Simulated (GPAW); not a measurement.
Runs of GPAW 26.7.0 on Fe. Symmetry: Im-3m, No. 229, cubic system. Conventional cell: a = 2.847 Å, b = 2.847 Å, c = 2.847 Å, α = 90.00°, β = 90.00°, γ = 90.00°. Fe (site symmetry m-3m) is surrounded by 8 Fe at 2.47 Å. 

| task | level | potentials or basis | cell | k mesh | cutoff (eV) | lines | response ecut | maxiter | response k mesh | response bands | mesh quality | gap on the mesh (eV) | moment (μB) |
| --- | --- | --- | --- | --- | --- | --- | --- | --- | --- | --- | --- | --- | --- |
| magnons | LDA | the program's PAW data sets (release 1.2.1) made for this functional, pw | Im-3m, 11.54 Å³/atom | 10 × 10 × 10 | 500 | 2 | 150 eV | 150 | 14 × 14 × 14 | 22 | not flagged | none | 2.13 |
| magnons | LDA | the program's PAW data sets (release 1.2.1) made for this functional, pw | Im-3m, 12.02 Å³/atom | 10 × 10 × 10 | 500 | 2 | 150 eV | 150 | 14 × 14 × 14 | 22 | not flagged | none | 2.14 |
| magnons | LDA | the program's PAW data sets (release 1.2.1) made for this functional, pw | Im-3m, 11.3 Å³/atom | 10 × 10 × 10 | 500 | 2 | 150 eV | 150 | 14 × 14 × 14 | 22 | not flagged | none | 2.13 |
| magnons | LDA | the program's PAW data sets (release 1.2.1) made for this functional, pw | Im-3m, 12.26 Å³/atom | 10 × 10 × 10 | 500 | 2 | 150 eV | 150 | 14 × 14 × 14 | 22 | not flagged | none | (a) |
| single point | LDA | the program's PAW data sets (release 1.2.1) made for this functional, pw | Im-3m, 12.02 Å³/atom | 10 × 10 × 10 | 500 | - | - | 120 | - | - | not flagged | none | 2.14 |
| RPA correlation energy | PBE | GPAW PAW data sets (gpaw-data 1.2.1), pw | Im-3m, 12.02 Å³/atom | 7 × 7 × 7 | 450 | - | 300 eV | 150 | - | - | coarse | - | 2.31 |
| magnons | LDA | the program's PAW data sets (release 1.2.1) made for this functional, pw | Im-3m, 11.78 Å³/atom | 10 × 10 × 10 | 500 | 2 | 150 eV | 150 | 14 × 14 × 14 | 22 | not flagged | none | 2.13 |

Alike in all rows: spin collinear, ferromagnetic start; smearing fermi-dirac 0.05 eV.

Problem. Estimate the missing entries.

Solution. (a) 2.16.

Caveats: some runs use coarse meshes; the number of bands moves the energies at small q by some ten meV (some runs); the exchange constants hang on this mesh and on the site radius (some runs); magnon energies are noisy on this mesh (some runs); the cutoff is short for stress and forces, so pressures can be off by a GPa or more (some runs); so large a pressure means that the cell lies far from this level's equilibrium, or that cutoff or potentials fall short (some runs); RPA of a metal hangs on this mesh (some runs).

A gap of «none» marks a metal or a gap under the smearing width.
